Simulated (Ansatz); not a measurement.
# CuAu (R-3m) in Ansatz: notebook

One crystal, CuAu, is run at these levels: PBEsol; tasks: single point, equation of state.

All numbers are computed with Ansatz 0.2.0; they aren't measurements. Logs are shortened: lines on timing, memory, paths and dates and some standing lists are left out, and cuts for length are marked.

## (1) Starting point

The structure is trigonal, space group R-3m (No. 166). The conventional cell has a = 2.886 Å, b = 2.886 Å, c = 12.769 Å, α = 90.00°, β = 90.00°, γ = 120.00°. Au (site symmetry -3m) has 6 Cu at 2.70 Å and 6 Au at 2.89 Å as nearest neighbours. Around Cu (site symmetry -3m) lie 6 Au at 2.70 Å and 6 Cu at 2.89 Å.

The cell comes from a database or a generator and needn't be the stable form of this composition.

## (2) Single point, PBEsol, 14.43 Å³/atom (volume scaled by 0.94)

File input.yaml:

```yaml
crystal:
  lattice:
    - [1.4135984423, 0.8161414412, 4.1692857537]
    - [-1.4135984423, 0.8161414412, 4.1692857537]
    - [0.0, -1.6322828824, 4.1692857537]
  atoms:
    - { symbol: Au, position: [0.0, 0.0, 0.0] }
    - { symbol: Cu, position: [0.5, 0.5, 0.5] }
hamiltonian:
  xc: pbesol
  pseudopotentials: { kind: paw }
kpoints:
  mp_grid: { grid: [11, 11, 11] }
scf:
  occupations: { method: fermi_dirac, width: 0.05 }
output:
  forces: true
  stress: true
  eigenvalues: true
```

Potentials or basis: Ansatz PAW.

Launch:

```
$ ansatz run input.yaml --threads 2 --pin off --max-ram 5632MiB --backend cpu --events-out ev --progress --plain --runs-dir out
```

The program printed:

```text
Warning: RAYON_NUM_THREADS=2 ignored (pool sized by the plan → 2); use --threads N
basis.fft_grid_basis auto: the FFT boxes are laid along the combinations [[1, 0, -1], [0, 1, -1], [0, 0, 1]] of the cell's own vectors, 2.827, 2.827 and 4.477 Å long. The dense box has 20×20×30 points. Along the cell's own vectors, as sized, it would have 30×30×30, 2.25 times as many. Of the 12 symmetry operations that the crystal satisfies within crystal.symmetry.tolerance (time reversal apart; of a slab, those that keep its plane) the dense box along the cell's own vectors carries 12, and the one as laid loses 8 of those. basis.fft_grid_basis: typed keeps the cell's own vectors: state it where this run's energies or levels are differenced outside the engine with another run's, or held beside a run that keeps those vectors.
Engine: ansatz 0.2.0, x86_64-unknown-linux-gnu
Pseudopotentials: kind: paw
Pseudopotential: Au, paw, valence charge 19, recommended cutoff 420 eV (normal), Au.paw.azcp
Pseudopotential: Cu, paw, valence charge 19, recommended cutoff 420 eV (normal), Cu.paw.azcp
Functional definition: PBEsol
  exchange = pbesol_x
  correlation = pbesol_c
Crystal: 2 atoms, lattice volume = 28.861 Å³
Basis set: ecut = 420 eV, 553 PW (Γ), FFT grids on a1−a3, a2−a3, a3, exchange–correlation on 40×40×60 points (8 copies of the dense FFT grid, shifted against one another)
Bands: 23, of which v1, the nominal top of the filled ones, is band 19 counted from 1 (18 counted from 0)
Symmetry: 12 space group operations
Space group: R-3m (ITA 166), of the structure as read, at distance tolerance 3.1e-5 Å
k-points: 146 of 1331
Non-local potential: Au, projectors of the file, l = 0: 3, l = 1: 2, l = 2: 2, l = 3: 1
Non-local potential: Cu, projectors of the file, l = 0: 3, l = 1: 2, l = 2: 3, l = 3: 1
PAW form: soft (Blöchl's): semilocal exchange-correlation on the pseudo side does not see the compensation charge
PAW frozen core: Au, regenerated for the run's functional, and the local potential with it (the file was generated under x = pbe(κ = 0.804, μ = 0.2195149727645171), c = pbe(β = 0.06672455060314922))
PAW frozen core: Cu, regenerated for the run's functional, and the local potential with it (the file was generated under x = pbe(κ = 0.804, μ = 0.2195149727645171), c = pbe(β = 0.06672455060314922))
PAW one-centre angular grid: Au, 590 points (default); XC on 64 Gauss nodes
PAW one-centre angular grid: Cu, 590 points (default); XC on 64 Gauss nodes
Initial density: superposition of atomic densities (neutral atoms: chi_scale 0, normalization atom), corrected by the library's trained network
Initial wavefunctions: pseudopotential atomic-orbital guess
Functional: x = pbesol(κ = 0.804, μ = 0.12345679012345678), c = pbesol(β = 0.046)
SCF iter   1: F=—  HF=-19595.833176 eV  |F-HF|=—  |Δ(HF+E_count)|=         —  Δρ=1.97e-2  dr2=6.99e-2  ethr=1.77e-3  ⟨swp⟩=5.5  Hψ=12913  notcnv=0
preconditioner: auto → Kerker (q_TF=auto, 2.856 Å⁻¹)  [metal: Δε(μ)=0.024 eV  Ē_g=10.758 eV  σ=0.050 eV  W_gap=0.12  n_scr=14 (ndim 8)  ℏωp=32.4 eV  f_vac=0.000  D(μ)=0.96/eV (n_scr^D=2)]
SCF iter   2: F=—  HF=-19595.822281 eV  |F-HF|=—  |Δ(HF+E_count)|=   1.09e-2  Δρ=3.29e-3  dr2=2.97e-3  ethr=1.84e-4  ⟨swp⟩=2.0  Hψ=5832  notcnv=0  defer=6
SCF iter   3: F=—  HF=-19595.821357 eV  |F-HF|=—  |Δ(HF+E_count)|=   9.24e-4  Δρ=2.55e-3  dr2=1.94e-3  ethr=7.82e-6  ⟨swp⟩=2.3  Hψ=5516  notcnv=0  defer=6
SCF iter   4: F=—  HF=-19595.820857 eV  |F-HF|=—  |Δ(HF+E_count)|=   5.00e-4  Δρ=3.97e-4  dr2=9.99e-5  ethr=5.09e-6  ⟨swp⟩=2.4  Hψ=4467  notcnv=0  defer=6
SCF iter   5: F=—  HF=-19595.820879 eV  |F-HF|=—  |Δ(HF+E_count)|=   2.24e-5  Δρ=1.25e-4  dr2=1.06e-5  ethr=2.63e-7  ⟨swp⟩=2.0  Hψ=4210  notcnv=0  defer=6
SCF iter   6: F=—  HF=-19595.820876 eV  |F-HF|=—  |Δ(HF+E_count)|=   2.50e-6  Δρ=4.98e-5  dr2=1.56e-6  ethr=2.78e-8  ⟨swp⟩=1.4  Hψ=3548  notcnv=0  defer=6
SCF iter   7: F=-19595.820876 eV  HF=-19595.820876 eV  |F-HF|=6.50e-8  |Δ(HF+E_count)|=   2.91e-7  Δρ=1.30e-5  dr2=8.04e-8  ethr=2.63e-10  ⟨swp⟩=3.3  Hψ=14183  notcnv=0
SCF 1 converged in 7 iterations: F = -19595.820876 eV  dr2 = 8.04e-8
SCF converged after 7 iterations
Free energy (F): -19595.820876 eV
Harris-Foulkes:  -19595.820876 eV  (|F-HF|=6.50e-8)
Internal energy: -19595.813160 eV  (E = F + TS)
E sigma→0 (E₀):  -19595.817018 eV
Entropy (-TS):   -0.007716 eV (-3.858 meV/atom)
Fermi energy:    19.117258 eV
--- Per-component energies (eV) ---
  E_band       = -556.227719
  E_kinetic    = 905.187365
  E_local      = -5883.171916  (includes V_loc(G=0)·N_el)
  E_nonlocal   = 472.714512
  E_hartree    = 2579.338256
  E_xc         = -315.634784
  E_vxc        = -390.047207  (∫ρ·V_xc dr)
  E_paw        = -11195.482233  (= ΣΔE_a)
  E_vpaw       = -819.584581  (= ΣTr[D̂ρ^β])
  E_aug_tail   = 0.001576  (compensation charges beyond the density's cutoff)
  E_ewald      = -6159.281617
  E_core_change = 0.515681  (= ΣΔE_core)
  E_smearing   = -0.007716  (= −TS)
  E_closure    = 0.000000  (closes the sum)
  Σ components = -19595.820876   (vs F -19595.820876, Δ=0.00e0)
--- Forces (eV/Å), atoms counted from 1 ---
  atom   1  Au     0.00000000     0.00000000    -0.00000000
  atom   2  Cu     0.00000000    -0.00000000    -0.00000000
  max |Σ_I F_I| component: 1.01e-28 eV/Å
--- Stress (GPa, compression-positive) ---
       -0.098848       0.000000       0.000000
       -0.000000      -0.098848      -0.000000
        0.000000      -0.000000       2.742920
  P = ⅓ Tr σ = 0.8484 GPa (8.484 kbar)
--- Band table (eV; the first three rows and the last of 146) ---
  k-point 0: bands = ["-92.9760", "-86.8856", "-50.5301", "-50.4920", "-50.4920", "-38.3088", "-38.1634", "-38.1634", "9.0169", "12.1839", "14.0188", "14.0188", "15.1187", "15.1187", "16.2126", "16.7976", "16.7976", "17.5029", "17.5029", "18.7587", "24.0396", "33.5455", "35.5056"]
  k-point 1: bands = ["-92.9758", "-86.8847", "-50.5298", "-50.4940", "-50.4925", "-38.3069", "-38.1806", "-38.1677", "9.2860", "12.3419", "13.9092", "14.1904", "14.8962", "15.1305", "16.2471", "16.7442", "16.8290", "16.9493", "17.4520", "19.6491", "24.1479", "33.3770", "34.2786"]
  k-point 2: bands = ["-92.9754", "-86.8824", "-50.5292", "-50.4992", "-50.4939", "-38.3016", "-38.2266", "-38.1793", "10.0463", "12.7294", "13.7146", "14.3399", "14.6601", "15.1749", "16.2520", "16.4337", "16.6874", "16.9188", "17.3182", "20.9829", "24.6204", "30.4356", "34.1712"]
  k-point 145: bands = ["-92.9758", "-86.8848", "-50.5294", "-50.4940", "-50.4926", "-38.3086", "-38.1806", "-38.1678", "10.5833", "12.5797", "14.0286", "14.1008", "14.3642", "15.4526", "15.6607", "16.4047", "16.4680", "16.4745", "16.8880", "17.0342", "31.9290", "33.3002", "34.2040"]
```

Run time: 9.9 s. Hardware: 2 threads of AMD EPYC (Zen 3), shared host; peak memory 0.39 GiB.

What came out:

- Free energy: -19595.8209 eV
- Pressure: 0.8 GPa
- Band gap on the k mesh: none (metal or under the smearing width)

Caveat: the PAW data sets come from PBE, with cores solved anew for the run's functional, which leaves a small shift of forces and pressure.

## (3) Single point, PBEsol, 14.74 Å³/atom (volume scaled by 0.96)

Edit input.yaml of step 2 so:

```diff
@@ -2,5 +2,5 @@
   lattice:
-    - [1.4135984423, 0.8161414412, 4.1692857537]
-    - [-1.4135984423, 0.8161414412, 4.1692857537]
-    - [0.0, -1.6322828824, 4.1692857537]
+    - [1.4235536889, 0.8218891055, 4.1986478884]
+    - [-1.4235536889, 0.8218891055, 4.1986478884]
+    - [0.0, -1.643778211, 4.1986478884]
   atoms:
```

Potentials or basis: Ansatz PAW.

Launch:

```
$ ansatz run input.yaml --threads 2 --pin off --max-ram 5632MiB --backend cpu --events-out ev --progress --plain --runs-dir out
```

It took 9.6 s on 2 threads of AMD EPYC (Zen 3), shared host; peak memory 0.4 GiB.

Results (log left out):

* Free energy: -19595.8175 eV
* Pressure: -2.6 GPa
* Band gap on the k mesh: none (metal or under the smearing width)

Caveat: the PAW data sets come from PBE, with cores solved anew for the run's functional, which leaves a small shift of forces and pressure.

## (4) Single point, PBEsol, 15.04 Å³/atom (volume scaled by 0.98)

Edit input.yaml of step 3 so:

```diff
@@ -2,5 +2,5 @@
   lattice:
-    - [1.4235536889, 0.8218891055, 4.1986478884]
-    - [-1.4235536889, 0.8218891055, 4.1986478884]
-    - [0.0, -1.643778211, 4.1986478884]
+    - [1.4333716108, 0.8275574853, 4.2276049958]
+    - [-1.4333716108, 0.8275574853, 4.2276049958]
+    - [0.0, -1.6551149707, 4.2276049958]
   atoms:
@@ -19 +19,5 @@
   eigenvalues: true
+  write_density: true
+  write_potential: true
+  elf: true
+  volumetric_format: npy
```

Launch:

```
$ ansatz run input.yaml --threads 2 --pin off --max-ram 5632MiB --backend cpu --events-out ev --progress --plain --runs-dir out
```

Run time: 13 s. Hardware: 2 threads of AMD EPYC (Zen 3), shared host; peak memory 0.41 GiB.

It converged, with:

```yaml
Free_energy: -19595.8019 eV
Pressure: -5.5 GPa
Band_gap_on_the_k_mesh: none (metal or under the smearing width)
```

Caveat: the PAW data sets come from PBE, with cores solved anew for the run's functional, which leaves a small shift of forces and pressure.

## (5) Single point, PBEsol, 15.35 Å³/atom

File input.yaml:

```yaml
crystal:
  lattice:
    - [1.4430568479, 0.8331492596, 4.2561707609]
    - [-1.4430568479, 0.8331492596, 4.2561707609]
    - [0.0, -1.6662985192, 4.2561707609]
  atoms:
    - { symbol: Au, position: [0.0, 0.0, 0.0] }
    - { symbol: Cu, position: [0.5, 0.5, 0.5] }
hamiltonian:
  xc: pbesol
  pseudopotentials: { kind: paw }
kpoints:
  mp_grid: { grid: [11, 11, 11] }
scf:
  occupations: { method: fermi_dirac, width: 0.05 }
output:
  forces: true
  stress: true
  eigenvalues: true
```

Launch:

```
$ ansatz run input.yaml --threads 2 --pin off --max-ram 5632MiB --backend cpu --events-out ev --progress --plain --runs-dir out
```

Wall time 9.9 s (2 threads of AMD EPYC (Zen 3), shared host); peak memory 0.4 GiB.

Results (log left out):

- Free energy: -19595.7757 eV
- Pressure: -8.1 GPa
- Band gap on the k mesh: none (metal or under the smearing width)

Caveat: the PAW data sets come from PBE, with cores solved anew for the run's functional, which leaves a small shift of forces and pressure.

## (6) Single point, PBEsol, 15.66 Å³/atom (volume scaled by 1.02)

Edit input.yaml of step 5 so:

```diff
@@ -2,5 +2,5 @@
   lattice:
-    - [1.4430568479, 0.8331492596, 4.2561707609]
-    - [-1.4430568479, 0.8331492596, 4.2561707609]
-    - [0.0, -1.6662985192, 4.2561707609]
+    - [1.4526137943, 0.8386669652, 4.2843581437]
+    - [-1.4526137943, 0.8386669652, 4.2843581437]
+    - [0.0, -1.6773339303, 4.2843581437]
   atoms:
```

Potentials or basis: Ansatz PAW.

Launch:

```
$ ansatz run input.yaml --threads 2 --pin off --max-ram 5632MiB --backend cpu --events-out ev --progress --plain --runs-dir out
```

Wall time 9.5 s (2 threads of AMD EPYC (Zen 3), shared host); peak memory 0.41 GiB.

Results (log left out):

```
Free energy            : -19595.7402 eV
Pressure               : -10.3 GPa
Band gap on the k mesh : none (metal or under the smearing width)
```

Caveat: the PAW data sets come from PBE, with cores solved anew for the run's functional, which leaves a small shift of forces and pressure.

## (7) Single point, PBEsol, 15.97 Å³/atom (volume scaled by 1.04)

Edit input.yaml of step 6 so:

```diff
@@ -2,5 +2,5 @@
   lattice:
-    - [1.4526137943, 0.8386669652, 4.2843581437]
-    - [-1.4526137943, 0.8386669652, 4.2843581437]
-    - [0.0, -1.6773339303, 4.2843581437]
+    - [1.4620466157, 0.8441130071, 4.3121794307]
+    - [-1.4620466157, 0.8441130071, 4.3121794307]
+    - [0.0, -1.6882260143, 4.3121794307]
   atoms:
@@ -19 +19,5 @@
   eigenvalues: true
+  write_density: true
+  write_potential: true
+  elf: true
+  volumetric_format: npy
```

Launch:

```
$ ansatz run input.yaml --threads 2 --pin off --max-ram 5632MiB --backend cpu --events-out ev --progress --plain --runs-dir out
```

Run time: 12 s. Hardware: 2 threads of AMD EPYC (Zen 3), shared host; peak memory 0.41 GiB.

Results (log left out):

```
Free energy            : -19595.6967 eV
Pressure               : -12.3 GPa
Band gap on the k mesh : none (metal or under the smearing width)
```

Caveat: the PAW data sets come from PBE, with cores solved anew for the run's functional, which leaves a small shift of forces and pressure.

## (8) Single point, PBEsol, 16.27 Å³/atom (volume scaled by 1.06)

File input.yaml:

```yaml
crystal:
  lattice:
    - [1.4713592656, 0.8494896681, 4.3396462822]
    - [-1.4713592656, 0.8494896681, 4.3396462822]
    - [0.0, -1.6989793362, 4.3396462822]
  atoms:
    - { symbol: Au, position: [0.0, 0.0, 0.0] }
    - { symbol: Cu, position: [0.5, 0.5, 0.5] }
hamiltonian:
  xc: pbesol
  pseudopotentials: { kind: paw }
kpoints:
  mp_grid: { grid: [11, 11, 11] }
scf:
  occupations: { method: fermi_dirac, width: 0.05 }
output:
  forces: true
  stress: true
  eigenvalues: true
```

Launch:

```
$ ansatz run input.yaml --threads 2 --pin off --max-ram 5632MiB --backend cpu --events-out ev --progress --plain --runs-dir out
```

It took 10 s on 2 threads of AMD EPYC (Zen 3), shared host; peak memory 0.41 GiB.

It converged, with:

- Free energy: -19595.6463 eV
- Pressure: -14.0 GPa
- Band gap on the k mesh: none (metal or under the smearing width)

Caveat: the PAW data sets come from PBE, with cores solved anew for the run's functional, which leaves a small shift of forces and pressure.

## (9) Equation of state, PBEsol

Potentials or basis: Ansatz PAW.

This step only gathers the single runs of the series.

What came out:

```yaml
Equilibrium_volume: 14.50 Å³/atom
Bulk_modulus_at_fixed_shape_and_positions: 167 GPa
Pressure_derivative_of_the_bulk_modulus: 5.5
```

Energy against volume, from the lowest point:
```
volume (Å³/atom)  energy (meV/atom)
          14.430               0.00
          14.737               1.71
          15.044               9.50
          15.351              22.61
          15.658              40.33
          15.965              62.07
          16.272              87.28
```

Caveat: the cell was scaled at fixed shape and fractional positions, which overstates the stiffness of a crystal with free parameters, most of all of layers and chains. The run has no spin-orbit coupling, so splittings on Au are missing.
